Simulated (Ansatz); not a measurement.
# Zr2N: course of a relaxation

These are results of DFT PBEsol, scalar-relativistic, plane waves, PAW in Ansatz, not measurements. (420 eV cutoff, 8×8×12 k-mesh, Gaussian smearing of 0.10 eV, no spin polarisation)

What was changed: biaxial strain in the a-b plane, c and atoms relaxed: -4.0 %.

Command:

```bash
ansatz run input.yaml --threads 1 --pin off --max-ram 2560MiB --backend cpu --events-out ev --progress --plain --runs-dir out
```

Input:

```yaml
crystal:
  lattice:
    - [5.1552468921, 0.0, 0.0]
    - [0.0, 5.1552468921, 0.0]
    - [0.0, 0.0, 3.3511659301]
  atoms:
    - { symbol: Zr, position: [0.2954607801, 0.2954607801, 0.0] }
    - { symbol: Zr, position: [0.7045392199, 0.7045392199, 0.0] }
    - { symbol: Zr, position: [0.7954607801, 0.2045392199, 0.5] }
    - { symbol: Zr, position: [0.2045392199, 0.7954607801, 0.5] }
    - { symbol: "N", position: [0.0, 0.0, 0.0] }
    - { symbol: "N", position: [0.5, 0.5, 0.5] }
basis:
  ecutwfc: 420
kpoints:
  mp_grid: { grid: [8, 8, 12] }
hamiltonian:
  xc: pbesol
scf:
  occupations: { method: gaussian, width: 0.1 }
output:
  forces: true
  stress: true
  eigenvalues: true
relax:
  adjacent_minimum: "off"
  f_tol: 0.008
  max_steps: 40
  cell: { stress_tol: 0.015, fix: [a, b, gamma] }
```

F is the free energy. Steps run on the plane waves of an earlier cell, but the last one, and at times one on the way, on a freshly chosen basis, so a repeated geometry can differ a little in energy. The held parts of the cell keep their stress, so P needn't end at zero.

Steps:

| step | F − F(1) (eV) | largest force component (eV/Å) | V (Å³/atom) | P (GPa) |
| --- | --- | --- | --- | --- |
| 1 | 0.0000 | 0.023 | 14.844 | 12.07 |
| 2 | 0.0008 | 0.049 | 14.936 | 10.63 |
| 3 | -0.0008 | 0.020 | 14.889 | 11.36 |
| 4 | -0.0008 | 0.005 | 14.891 | 11.33 |
| 5 | -0.0008 | 0.000 | 14.893 | 11.29 |
| 6 | -0.0013 | 0.000 | 14.893 | 11.30 |

Relaxed structure:

```xyz
6
Lattice="5.1552 0.0000 0.0000 0.0000 5.1552 0.0000 0.0000 0.0000 3.3622" Properties=species:S:1:pos:R:3 pbc="T T T"
Zr    1.5220    1.5220    0.0000
Zr    3.6332    3.6332    0.0000
Zr    4.0996    1.0556    1.6811
Zr    1.0556    4.0996    1.6811
N     0.0000    0.0000    0.0000
N     2.5776    2.5776    1.6811
```

It takes space group P4_2/mnm (No. 136, tetragonal). Conventional cell: a = 5.155 Å, b = 5.155 Å, c = 3.362 Å, α = 90.00°, β = 90.00°, γ = 90.00°. Zr (site symmetry m2m) has 3 N at 2.15 to 2.25 Å as nearest neighbours. Around N (site symmetry mmm) lie 6 Zr at 2.15 to 2.25 Å.

The run converged. The run took 98 s on 1 thread of Arm Neoverse V2, on a shared host, peak memory 0.52 GiB.